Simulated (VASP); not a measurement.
# Converging a slab model of the (2 1 1) face of Li (space group 229), part 4 of 5

Aim: find which settings matter for a slab model of the (2 1 1) face of Li (space group 229), and what they cost.

VASP 6.6.1, plane waves and PAW; the level of theory is named at each step.

So far. Step 9 (Another vacuum, vacuum width 24): Against the base run its depth below the vacuum changes by +0.00 eV and the energy by -0.0 meV an atom. Step 11 (A lower cutoff, ENCUT 210): Against the base run its depth below the vacuum changes by +0.00 eV and the energy by +0.6 meV an atom.

### Step 12. A lower cutoff, ENCUT 280

Level of this step: PBE; plane waves and PAW (Li) (VASP).

Input file INCAR:

```
SYSTEM = Li
PREC = Normal
ENCUT = 280
EDIFF = 1E-06
NELM = 120
ISMEAR = 0
SIGMA = 0.05
LREAL = .FALSE.
ALGO = Normal
GGA = PE
NBANDS = 12
LORBIT = 11
LWAVE = .FALSE.
LCHARG = .FALSE.
KPAR = 4
LASPH = .TRUE.
IDIPOL = 3
LDIPOL = .TRUE.
DIPOL = 0.5 0.5 0.5
LVHAR = .TRUE.
LVACPOTAV = .TRUE.
```

Input file POSCAR:

```
Li
1.0
    5.8195156884      0.0000000000      0.0000000000
   -7.4066563307      2.5917898158      0.0000000000
    0.0000000000      0.0000000000     26.0286600801
Li
8
Direct
    0.7500000000      0.7500000000      0.6926464910
    0.4166666670      0.9166666670      0.6376046370
    0.0833333330      0.0833333330      0.5825627820
    0.7500000000      0.2500000000      0.5275209270
    0.4166666670      0.4166666670      0.4724790730
    0.0833333330      0.5833333330      0.4174372180
    0.7500000000      0.7500000000      0.3623953630
    0.4166666670      0.9166666670      0.3073535090
```

Input file KPOINTS:

```
Automatic mesh
0
Gamma
13 13 1
0 0 0
```

The projector-augmented-wave data sets are Li (PBE family, release 64).

The run is started by

```bash
mpirun -np 4 vasp_std
```

What it wrote:

```text
[... set-up lines as in an earlier step ...]
 entering main loop
       N       E                     dE             d eps       ncg     rms          rms(c)
DAV:   1    -0.539165514080E+01   -0.53917E+01   -0.15112E+03  1176   0.248E+02
DAV:   2    -0.150612468632E+02   -0.96696E+01   -0.92211E+01  1712   0.367E+01
DAV:   3    -0.156369999334E+02   -0.57575E+00   -0.56215E+00  1540   0.884E+00
DAV:   4    -0.156597856550E+02   -0.22786E-01   -0.22778E-01  1656   0.216E+00
[...]
DAV:  19    -0.141678350893E+02   -0.38172E-04   -0.87639E-06  1300   0.517E-03    0.548E-04
DAV:  20    -0.141678373572E+02   -0.22680E-05   -0.37467E-07  1284   0.205E-03    0.339E-04
DAV:  21    -0.141678382616E+02   -0.90440E-06   -0.13480E-07  1008   0.814E-04
 [... a notice as in an earlier step ...]

   1 F= -.14167838E+02 E0= -.14165530E+02  d E =-.461631E-02
```

The job ended after 22 s (4 MPI ranks of Intel Xeon 6975P-C (Granite Rapids), shared host; peak memory 1.2 GiB; 67 s of CPU time).

OUTCAR, selected parts (step 12):

```text
  Total       -1.2212645     -0.8752686     -1.0077111     -0.3390053      0.1028875     -0.0630055
  in kB       -4.9840441     -3.5720170     -4.1125214     -1.3834983      0.4198892     -0.2571286
  external PRESSURE =      -4.2228608 kB  Pullay stress =       0.0000000 kB

 POSITION                                       TOTAL-FORCE (eV/Angst)
 -----------------------------------------------------------------------------------
     -1.19036      1.94384     18.02866        -0.025712      0.041987     -0.122381
     -4.36464      2.37581     16.59599         0.027832     -0.045449     -0.022652
     -0.13226      0.21598     15.16333        -0.000837      0.001367      0.094467
      2.51297      0.64795     13.73066        -0.000627      0.001024     -0.016406
     -0.66131      1.07991     12.29800         0.000627     -0.001024      0.016406
     -3.83559      1.51188     10.86533         0.000837     -0.001367     -0.094467
     -1.19036      1.94384      9.43267        -0.027832      0.045449      0.022652
     -4.36464      2.37581      8.00000         0.025712     -0.041987      0.122381
 -----------------------------------------------------------------------------------
    total drift:                                0.000080     -0.000009      0.000005

  FREE ENERGIE OF THE ION-ELECTRON SYSTEM (eV)
  ---------------------------------------------------
  free  energy   TOTEN  =       -14.1678382616 eV

  energy  without entropy=      -14.1632219534  energy(sigma->0) =      -14.16553011

[... 1 part as in an earlier step ...]

[... 2 further parts left out ...]
[key lines of the parts left out:]
E-fermi :  -1.4292
```

This step gave:

| Item | Value |
| --- | --- |
| free energy (TOTEN) | -14.17 eV |
| energy at zero smearing | -14.17 eV |
| vacuum levels | 1.52, 1.52 eV |
| work functions of the upper and lower face | 2.949, 2.949 eV |
| highest filled level below the vacuum | 2.949 eV |

Against the base run its depth below the vacuum changes by +0.00 eV and the energy by +0.0 meV an atom.

### Step 13. Another smearing width, SIGMA 0.02

The width trades sharpness at the Fermi level against the mesh needed.

INCAR, as its differences from that of step 12:

```diff
@@ -2,3 +2,3 @@
 PREC = Normal
-ENCUT = 280
+ENCUT = 350
 EDIFF = 1E-06
@@ -6,3 +6,3 @@
 ISMEAR = 0
-SIGMA = 0.05
+SIGMA = 0.02
 LREAL = .FALSE.
```

POSCAR is that of step 12.

KPOINTS is that of step 12.

The run is started by

```bash
mpirun -np 4 vasp_std
```

What it wrote:

```text
[... set-up lines as in an earlier step ...]
 entering main loop
       N       E                     dE             d eps       ncg     rms          rms(c)
DAV:   1    -0.428414721789E+01   -0.42841E+01   -0.16548E+03  1176   0.293E+02
DAV:   2    -0.150147591295E+02   -0.10731E+02   -0.10270E+02  1780   0.398E+01
DAV:   3    -0.156335550592E+02   -0.61880E+00   -0.60222E+00  1548   0.927E+00
DAV:   4    -0.156582562606E+02   -0.24701E-01   -0.24684E-01  1648   0.225E+00
[...]
DAV:  20    -0.141659070088E+02   -0.77827E-05   -0.87223E-07  1312   0.247E-03    0.474E-04
DAV:  21    -0.141659080793E+02   -0.10704E-05   -0.18242E-07  1096   0.948E-04    0.208E-04
DAV:  22    -0.141659081720E+02   -0.92770E-07   -0.46009E-08   952   0.551E-04
 [... a notice as in an earlier step ...]

   1 F= -.14165908E+02 E0= -.14165378E+02  d E =-.106022E-02
```

It took 36 s on 4 MPI ranks; peak memory 1.6 GiB; 1.9 min of CPU time.

OUTCAR, selected parts (step 13):

```text
  Total       -1.2474087     -0.9053362     -0.9660182     -0.3351612      0.1032070     -0.0632011
  in kB       -5.0907400     -3.6947243     -3.9423706     -1.3678104      0.4211932     -0.2579271
  external PRESSURE =      -4.2426117 kB  Pullay stress =       0.0000000 kB

 POSITION                                       TOTAL-FORCE (eV/Angst)
 -----------------------------------------------------------------------------------
     -1.19036      1.94384     18.02866        -0.025694      0.041957     -0.118472
     -4.36464      2.37581     16.59599         0.027905     -0.045568     -0.021556
     -0.13226      0.21598     15.16333        -0.000983      0.001605      0.093021
      2.51297      0.64795     13.73066        -0.000730      0.001191     -0.014525
     -0.66131      1.07991     12.29800         0.000730     -0.001191      0.014525
     -3.83559      1.51188     10.86533         0.000983     -0.001605     -0.093021
     -1.19036      1.94384      9.43267        -0.027905      0.045568      0.021556
     -4.36464      2.37581      8.00000         0.025694     -0.041957      0.118472
 -----------------------------------------------------------------------------------
    total drift:                                0.000022      0.000000      0.000002

  FREE ENERGIE OF THE ION-ELECTRON SYSTEM (eV)
  ---------------------------------------------------
  free  energy   TOTEN  =       -14.1659081720 eV

  energy  without entropy=      -14.1648479501  energy(sigma->0) =      -14.16537806

[... 2 parts as in an earlier step ...]

[... 1 further part left out ...]
[key lines of the parts left out:]
E-fermi :  -1.4328
```

Numbers from this step:

* electronic cycles: 22
* Fermi energy: -1.433 eV
* vacuum levels: 1.529, 1.529 eV
* work functions of the upper and lower face: 2.962, 2.962 eV
* highest filled level below the vacuum: 2.962 eV

Against the base run its depth below the vacuum changes by +0.01 eV and the energy by +0.0 meV an atom.

### Step 14. Another smearing width, SIGMA 0.4

INCAR, as its differences from that of step 13:

```diff
@@ -6,3 +6,3 @@
 ISMEAR = 0
-SIGMA = 0.02
+SIGMA = 0.4
 LREAL = .FALSE.
```

POSCAR is that of step 13.

KPOINTS is that of step 13.

The run is started by

```bash
mpirun -np 4 vasp_std
```

What it wrote:

```text
[... set-up lines as in an earlier step ...]
 entering main loop
       N       E                     dE             d eps       ncg     rms          rms(c)
DAV:   1    -0.435845738377E+01   -0.43585E+01   -0.16548E+03  1176   0.293E+02
DAV:   2    -0.151392307159E+02   -0.10781E+02   -0.10312E+02  1780   0.398E+01
DAV:   3    -0.157710618771E+02   -0.63183E+00   -0.61563E+00  1548   0.931E+00
DAV:   4    -0.157958635042E+02   -0.24802E-01   -0.24786E-01  1648   0.225E+00
[...]
DAV:  19    -0.143318237746E+02   -0.29400E-04   -0.49548E-06  1296   0.406E-03    0.305E-04
DAV:  20    -0.143318256132E+02   -0.18387E-05   -0.24560E-07  1276   0.169E-03    0.232E-04
DAV:  21    -0.143318263417E+02   -0.72853E-06   -0.10867E-07   980   0.725E-04
 [... a notice as in an earlier step ...]

   1 F= -.14331826E+02 E0= -.14164593E+02  d E =-.334466E+00
```

Wall time 36 s (4 MPI ranks); peak memory 1.6 GiB; 1.9 min of CPU time.

From OUTCAR (step 14):

```text
  Total       -1.2008731     -0.7903171     -0.9685239     -0.4022610      0.1140327     -0.0698305
  in kB       -4.9008257     -3.2253255     -3.9525965     -1.6416482      0.4653735     -0.2849819
  external PRESSURE =      -4.0262492 kB  Pullay stress =       0.0000000 kB

 POSITION                                       TOTAL-FORCE (eV/Angst)
 -----------------------------------------------------------------------------------
     -1.19036      1.94384     18.02866        -0.025746      0.042043     -0.115912
     -4.36464      2.37581     16.59599         0.026845     -0.043837     -0.019220
     -0.13226      0.21598     15.16333        -0.000686      0.001120      0.082677
      2.51297      0.64795     13.73066        -0.000582      0.000950     -0.014704
     -0.66131      1.07991     12.29800         0.000582     -0.000950      0.014704
     -3.83559      1.51188     10.86533         0.000686     -0.001120     -0.082677
     -1.19036      1.94384      9.43267        -0.026845      0.043837      0.019220
     -4.36464      2.37581      8.00000         0.025746     -0.042043      0.115912
 -----------------------------------------------------------------------------------
    total drift:                                0.000021     -0.000000      0.000002

  FREE ENERGIE OF THE ION-ELECTRON SYSTEM (eV)
  ---------------------------------------------------
  free  energy   TOTEN  =       -14.3318263417 eV

  energy  without entropy=      -13.9973605358  energy(sigma->0) =      -14.16459344

[... 2 parts as in an earlier step ...]

[... 1 further part left out ...]
[key lines of the parts left out:]
E-fermi :  -1.4934
```

Numbers from this step:

```
electronic cycles                          : 21
free energy (TOTEN)                        : -14.33 eV
energy at zero smearing                    : -14.16 eV
Fermi energy                               : -1.493 eV
vacuum levels                              : 1.536, 1.536 eV
work functions of the upper and lower face : 3.029, 3.029 eV
highest filled level below the vacuum      : 3.029 eV
```

Against the base run its depth below the vacuum changes by +0.08 eV and the energy by +0.1 meV an atom.

### Step 15. The ladder

Times are for 4 MPI ranks of Intel Xeon 6975P-C (Granite Rapids), shared host. The runs compared:

| no. | run | electronic cycles | cutoff used less the lowest (eV) | free energy (TOTEN) (eV) | highest filled level below the vacuum (eV) | time | memory (GiB) |
| --- | --- | --- | --- | --- | --- | --- | --- |
| 1 | base run | 21 | 140 | -14.17 | 2.949 | 33 s | 1.6 |
| 2 | series over the cutoff | 21 | 0 | -14.16 | 2.950 | 15 s | 0.99 |
| 3 | series over the cutoff | 21 | 70 | -14.17 | 2.949 | 22 s | 1.2 |
| 4 | series over the smearing | 22 | 140 | -14.17 | 2.962 | 36 s | 1.6 |
| 5 | series over the smearing | 21 | 140 | -14.33 | 3.029 | 36 s | 1.6 |

### Step 16. Another level, functional LDA, disp none

This step: LDA; plane waves and PAW (Li) (VASP 6.6.1).

Beside the numerical settings stands the choice of exchange and correlation.

INCAR, as its differences from that of step 14:

```diff
@@ -6,6 +6,6 @@
 ISMEAR = 0
-SIGMA = 0.4
+SIGMA = 0.05
 LREAL = .FALSE.
 ALGO = Normal
-GGA = PE
+GGA = CA
 NBANDS = 12
```

POSCAR is that of step 14.

KPOINTS is that of step 14.

The run is started by

```bash
mpirun -np 4 vasp_std
```

What it wrote:

```text
[banner, memory and clock lines left out]
running    4 mpi-ranks, on    1 nodes
 distrk:  each k-point on    1 cores,    4 groups
 distr:  one band on    1 cores,    1 groups

 POSCAR found type information on POSCAR Li
 POSCAR found :  1 types and       8 ions
|                                                                             |
|               ----> ADVICE to this user running VASP <----                  |
|                                                                             |
|     You enforced a specific xc type in the INCAR file but a different       |
|     [... a line on the potential file left out ...]
|     I HOPE YOU KNOW WHAT YOU ARE DOING!                                     |
|                                                                             |

 LDA part: xc-table for (Slater(with rela. corr.)+CA(PZ))
 , standard interpolation
 POSCAR, INCAR and KPOINTS ok, starting setup
 FFT: planning ... GRIDC
 FFT: planning ... GRID_SOFT
 FFT: planning ... GRID
 WAVECAR not read
 entering main loop
       N       E                     dE             d eps       ncg     rms          rms(c)
DAV:   1    -0.512452532110E+01   -0.51245E+01   -0.16578E+03  1176   0.293E+02
DAV:   2    -0.159085843631E+02   -0.10784E+02   -0.10317E+02  1784   0.399E+01
DAV:   3    -0.165434792776E+02   -0.63489E+00   -0.61825E+00  1564   0.940E+00
DAV:   4    -0.165688404143E+02   -0.25361E-01   -0.25334E-01  1620   0.225E+00
DAV:   5    -0.165701828234E+02   -0.13424E-02   -0.13423E-02  1848   0.460E-01    0.186E+00
DAV:   6    -0.153486104055E+02    0.12216E+01   -0.93457E+00  1396   0.424E+00    0.120E+00
DAV:   7    -0.151487549281E+02    0.19986E+00   -0.10018E+00  1488   0.205E+00    0.612E-01
DAV:   8    -0.150312461443E+02    0.11751E+00   -0.49925E-01  1500   0.141E+00    0.349E-01
DAV:   9    -0.150488202996E+02   -0.17574E-01   -0.24868E-01  1360   0.942E-01    0.241E-01
DAV:  10    -0.150195186507E+02    0.29302E-01   -0.54972E-02  1412   0.453E-01    0.805E-02
DAV:  11    -0.150184182387E+02    0.11004E-02   -0.13621E-02  1612   0.272E-01    0.582E-02
DAV:  12    -0.150191041915E+02   -0.68595E-03   -0.89222E-03  1512   0.184E-01    0.365E-02
DAV:  13    -0.150194630503E+02   -0.35886E-03   -0.22400E-03  1392   0.103E-01    0.175E-02
DAV:  14    -0.150199715468E+02   -0.50850E-03   -0.27082E-04  1288   0.493E-02    0.810E-03
DAV:  15    -0.150200504107E+02   -0.78864E-04   -0.10228E-04  1492   0.221E-02    0.584E-03
DAV:  16    -0.150201051411E+02   -0.54730E-04   -0.43990E-05  1368   0.155E-02    0.375E-03
DAV:  17    -0.150202244347E+02   -0.11929E-03   -0.52668E-05  1332   0.127E-02    0.262E-03
DAV:  18    -0.150202330870E+02   -0.86522E-05   -0.58795E-06  1420   0.611E-03    0.169E-03
DAV:  19    -0.150202615441E+02   -0.28457E-04   -0.62276E-06  1296   0.446E-03    0.813E-04
DAV:  20    -0.150202681294E+02   -0.65853E-05   -0.93361E-07  1288   0.238E-03    0.279E-04
DAV:  21    -0.150202689733E+02   -0.84393E-06   -0.84948E-08   976   0.769E-04
 [... a notice as in an earlier step ...]

   1 F= -.15020269E+02 E0= -.15017951E+02  d E =-.463525E-02
```

It took 30 s on 4 MPI ranks; peak memory 1.2 GiB.

OUTCAR, selected parts (step 16):

```text
   NELECT =       8.0000    total number of electrons

 E-fermi :  -1.5169

 k-point     1 :       0.0000    0.0000    0.0000
  band No.  band energies     occupation
      1      -4.8434      2.00000
      2      -4.3827      2.00000
      3      -3.6029      2.00000
      4      -2.6193      2.00000
      5      -1.6266      1.99809
      6      -1.1310      0.00000
      7      -0.6488      0.00000
      8      -0.5531      0.00000
      9       0.4179      0.00000
     10       0.4494      0.00000
    ...

  Total       -1.9060903     -1.5586900     -1.5709348     -0.3403814      0.1008438     -0.0617540
  in kB       -7.7788540     -6.3610953     -6.4110667     -1.3891141      0.4115488     -0.2520211
  external PRESSURE =      -6.8503387 kB  Pullay stress =       0.0000000 kB

 POSITION                                       TOTAL-FORCE (eV/Angst)
 -----------------------------------------------------------------------------------
     -1.19036      1.94384     18.02866        -0.025318      0.041344     -0.162738
     -4.36464      2.37581     16.59599         0.027492     -0.044894     -0.046288
     -0.13226      0.21598     15.16333        -0.000847      0.001384      0.097152
      2.51297      0.64795     13.73066        -0.000713      0.001165     -0.016281
     -0.66131      1.07991     12.29800         0.000713     -0.001165      0.016281
     -3.83559      1.51188     10.86533         0.000847     -0.001384     -0.097152
     -1.19036      1.94384      9.43267        -0.027492      0.044894      0.046288
     -4.36464      2.37581      8.00000         0.025318     -0.041344      0.162738
 -----------------------------------------------------------------------------------
    total drift:                               -0.000000      0.000000      0.000000

  FREE ENERGIE OF THE ION-ELECTRON SYSTEM (eV)
  ---------------------------------------------------
  free  energy   TOTEN  =       -15.0202689733 eV

  energy  without entropy=      -15.0156337227  energy(sigma->0) =      -15.01795135

 vacuum level on the upper side and lower side of the slab         1.519         1.519

[... 10 parts as in an earlier step ...]

[... 8 further parts left out ...]
```

The PAW data sets were made with PBE, though LDA sets exist; this is a small mismatch.

This step gave:

```yaml
free_energy_toten: -15.02 eV
energy_at_zero_smearing: -15.02 eV
fermi_energy: -1.517 eV
vacuum_levels: 1.519, 1.519 eV
work_functions_of_the_upper_and_lower_face: 3.036, 3.036 eV
highest_filled_level_below_the_vacuum: 3.036 eV
```

Force by atom:

| atom | x (eV/Å) | y (eV/Å) | z (eV/Å) | size |
| --- | --- | --- | --- | --- |
| Li1 | -0.025 | 0.041 | -0.163 | 0.170 |
| Li2 | 0.027 | -0.045 | -0.046 | 0.070 |
| Li3 | -0.001 | 0.001 | 0.097 | 0.097 |
| Li4 | -0.001 | 0.001 | -0.016 | 0.016 |
| Li5 | 0.001 | -0.001 | 0.016 | 0.016 |
| Li6 | 0.001 | -0.001 | -0.097 | 0.097 |
| Li7 | -0.027 | 0.045 | 0.046 | 0.070 |
| Li8 | 0.025 | -0.041 | 0.163 | 0.170 |

Against the base run its depth below the vacuum changes by +0.09 eV.

### Step 17. Another level, functional PBEsol, disp none

This step: PBEsol; plane waves and PAW (Li) (VASP 6.6.1).

INCAR, as its differences from that of step 16:

```diff
@@ -9,3 +9,3 @@
 ALGO = Normal
-GGA = CA
+GGA = PS
 NBANDS = 12
```

POSCAR is that of step 16.

KPOINTS is that of step 16.

The run is started by

```bash
mpirun -np 4 vasp_std
```

What it wrote:

```text
[banner, memory and clock lines left out]
running    4 mpi-ranks, on    1 nodes
[...]
[... a notice as in an earlier step ...]

 LDA part: xc-table for (Slater+PW92), standard interpolation
 POSCAR, INCAR and KPOINTS ok, starting setup
[...]
entering main loop
       N       E                     dE             d eps       ncg     rms          rms(c)
DAV:   1    -0.472018451517E+01   -0.47202E+01   -0.16553E+03  1176   0.293E+02
DAV:   2    -0.154761736177E+02   -0.10756E+02   -0.10291E+02  1788   0.399E+01
DAV:   3    -0.160931364736E+02   -0.61696E+00   -0.60115E+00  1548   0.928E+00
DAV:   4    -0.161171782829E+02   -0.24042E-01   -0.24016E-01  1636   0.223E+00
[...]
DAV:  19    -0.146012202187E+02   -0.27261E-04   -0.38109E-06  1316   0.362E-03    0.325E-04
DAV:  20    -0.146012241102E+02   -0.38915E-05   -0.38001E-07  1284   0.178E-03    0.198E-04
DAV:  21    -0.146012249227E+02   -0.81254E-06   -0.11469E-07   960   0.740E-04
 [... a notice as in an earlier step ...]

   1 F= -.14601225E+02 E0= -.14598985E+02  d E =-.448080E-02
```

Elapsed: 36 s, on 4 MPI ranks; peak memory 1.5 GiB.

Parts of OUTCAR (step 17):

```text
  Total       -1.1998173     -0.8287284     -0.9226273     -0.3635913      0.1024561     -0.0627413
  in kB       -4.8965168     -3.3820838     -3.7652900     -1.4838353      0.4181288     -0.2560506
  external PRESSURE =      -4.0146302 kB  Pullay stress =       0.0000000 kB

 POSITION                                       TOTAL-FORCE (eV/Angst)
 -----------------------------------------------------------------------------------
     -1.19036      1.94384     18.02866        -0.025735      0.042024     -0.109533
     -4.36464      2.37581     16.59599         0.027909     -0.045576     -0.026767
     -0.13226      0.21598     15.16333        -0.000838      0.001368      0.091090
      2.51297      0.64795     13.73066        -0.000612      0.000999     -0.015307
     -0.66131      1.07991     12.29800         0.000612     -0.000999      0.015307
     -3.83559      1.51188     10.86533         0.000838     -0.001368     -0.091090
     -1.19036      1.94384      9.43267        -0.027909      0.045576      0.026767
     -4.36464      2.37581      8.00000         0.025735     -0.042024      0.109533
 -----------------------------------------------------------------------------------
    total drift:                                0.000006      0.000001     -0.000002

  FREE ENERGIE OF THE ION-ELECTRON SYSTEM (eV)
  ---------------------------------------------------
  free  energy   TOTEN  =       -14.6012249227 eV

  energy  without entropy=      -14.5967441273  energy(sigma->0) =      -14.59898453

[... 2 parts as in an earlier step ...]

[... 1 further part left out ...]
[key lines of the parts left out:]
E-fermi :  -1.4356
```

The PAW data sets were made with PBE, which is usual practice but a small mismatch for other functionals.

Against the base run its depth below the vacuum changes by +0.02 eV.

(Part 4 of 5 ends here.)

[Lines on the potential files, build, host, timing and source positions are cut from VASP's logs without a mark.]

[Logs are printed without paths, hosts, clocks, repeated set-up lines and the standing remarks that a program may print on its own settings, such as how far it seeks lower states.]

[Hosts, paths, dates, database ids (printed as entryN), source tags and the programs' standing remarks are cut or masked in the printed files.]

[In band tables of VASP the shares of atoms and orbitals are scaled to a sum of 1 inside the atoms' spheres.]

[Runs that stopped without an error message from VASP are left out.]
